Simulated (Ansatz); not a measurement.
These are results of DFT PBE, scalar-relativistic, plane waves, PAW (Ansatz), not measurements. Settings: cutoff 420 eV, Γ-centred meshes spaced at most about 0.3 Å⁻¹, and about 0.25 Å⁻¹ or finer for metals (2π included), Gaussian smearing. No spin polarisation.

All energies are static (0 K, no zero-point motion).

Two forms of AlIn2As3 were relaxed alike.

A.

```xyz
6
Lattice="-2.1286 2.1286 9.0601 2.1286 -2.1286 9.0601 2.1286 2.1286 -9.0601" Properties=species:S:1:pos:R:3 pbc="T T T"
Al    0.0000    0.0000    0.0000
In    0.0000    0.0000   12.0041
In    0.0000    0.0000    6.1160
As    2.1286    0.0000    7.7191
As    2.1286    0.0000    1.3410
As    0.0000    2.1286    4.5300
```

B.

```xyz
6
Lattice="4.2628 0.0000 0.0000 -2.1314 3.6917 0.0000 0.0000 0.0000 10.4625" Properties=species:S:1:pos:R:3 pbc="T T T"
Al    0.0000    0.0000    0.0013
In    0.0000    2.4611    7.0346
In    2.1314    1.2306    3.4134
As    0.0000    0.0000    7.9903
As    0.0000    2.4611    4.3718
As    2.1314    1.2306    0.7293
```

Question: Which is lower in energy, and by how much?

Answer: A is lower, by 10 meV/atom. A has Al and In ordered on zinc blende sites, space group I-4m2 (No. 119), 27.4 Å³/atom and a gap of 0.11 eV on its mesh; B has Al and In ordered on zinc blende sites, space group P3m1 (No. 156), 27.4 Å³/atom and no gap. In A, around Al lie 4 As at 2.52 Å; In is surrounded by 4 As at 2.65–2.66 Å; As on a site of symmetry 2mm is surrounded by 2 Al at 2.52 Å and 2 In at 2.66 Å; 1 more site not described. In B, around Al lie 4 As at 2.47–2.57 Å; In on its first site is surrounded by 4 As at 2.64–2.66 Å; around As on its first site lie 1 Al at 2.47 Å and 3 In at 2.64 Å; 3 more sites not described. Both come from invented guesses.

The k mesh leaves some 4 meV/atom of noise in the energy of each metallic cell. Kohn–Sham gaps at this level usually fall short of measured ones. The zero gap of P3m1 may come from the functional, which often closes small gaps. Cells relaxed within their symmetry can be saddle points.
